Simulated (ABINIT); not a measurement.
P:

```xyz
4
Lattice="1.6477 -5.4650 0.0000 1.6477 5.4650 0.0000 0.0000 0.0000 4.5436" Properties=species:S:1:pos:R:3 pbc="T T T"
P     1.6477   -4.4173    2.6754
P     1.6477    4.4173    1.8683
P     1.6477   -1.0477    0.4035
P     1.6477    1.0477    4.1401
```

Base run:

| Quantity | Value |
| --- | --- |
| Program | ABINIT 10.8.3 (patched build) |
| Functional | PBE |
| Potentials or basis | PseudoDojo NC SR PBE v0.4.1 standard |
| Cutoff | 435 eV |
| k mesh | 6 × 6 × 4 |
| Occupations | fermi-dirac, width 0.05 eV |
| Spin | no spin polarisation |

Its results: band gap on the k mesh 0.09 eV, direct; pressure 2.0 GPa; largest force 0.362 eV/Å.

**Question.** The run is repeated on the same cell with these changes: functional from PBE to LDA; potentials or basis from PseudoDojo NC SR PBE v0.4.1 standard to PseudoDojo NC SR LDA v0.4.1 standard; cutoff from 435 eV to 490 eV. What comes out?

**Answer.** Band gap on the k mesh none (metal or under the smearing width); pressure -2.3 GPa; largest force 0.186 eV/Å.

A k mesh can miss the band edges.
